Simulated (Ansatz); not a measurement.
# Li2S: the cost of one run

Program: Ansatz 0.2.0. G0W0, plane waves. The values are computed, spin-unpolarised, and not measurements.

6 further runs of the same task are left out: 3 for a known fault of the program, 3 that didn't finish.

**1. The cell**

The cell was relaxed beforehand with r2SCAN.

It is cubic, Fm-3m (No. 225); conventional cell a = 5.691 Å, 15.36 Å³ an atom. Near S stand 8 Li at 2.46 Å; near Li stand 4 S at 2.46 Å.

The structure in full:

```cif
data_structure
_symmetry_space_group_name_H-M 'P 1'
_symmetry_Int_Tables_number 1
_cell_length_a 4.0239
_cell_length_b 4.0239
_cell_length_c 4.0239
_cell_angle_alpha 60.000
_cell_angle_beta 60.000
_cell_angle_gamma 60.000
_cell_volume 46.07
loop_
_atom_site_label
_atom_site_type_symbol
_atom_site_fract_x
_atom_site_fract_y
_atom_site_fract_z
_atom_site_occupancy
S1 S 0.00000 0.00000 0.00000 1
Li1 Li 0.25000 0.25000 0.25000 1
Li2 Li 0.75000 0.75000 0.75000 1
```

**2. From LDA, 60 empty bands, 80 eV, plasmon_pole_fit_frequency 5**

Input file input.yaml:

```yaml
crystal:
  lattice:
    - [0.0, 2.8452942165, 2.8452942165]
    - [2.8452942165, 0.0, 2.8452942165]
    - [2.8452942165, 2.8452942165, 0.0]
  atoms:
    - { symbol: S, position: [0.0, 0.0, 0.0] }
    - { symbol: Li, position: [0.25, 0.25, 0.25] }
    - { symbol: Li, position: [0.75, 0.75, 0.75] }
kpoints:
  mp_grid: { grid: [4, 4, 4] }
hamiltonian:
  xc: lda
scf:
  occupations: { method: fixed }
gw:
  n_empty_bands: 60
  ecut_chi: 80
  qp_bands: [v1, c1]
  qp_kpoints: band_edges
  screening: { model: godby_needs }
  plasmon_pole_fit_frequency: 5
```

Launch:

```bash
$ ansatz run input.yaml --threads 4 --pin off --max-ram 3686MiB --backend cpu --events-out ev --progress --plain --runs-dir out
```

**Question.** How long does this run take on 4 threads of Arm Neoverse N1, shared host, and how much memory does it need?

About 2.6 s, with a peak of 0.34 GiB.
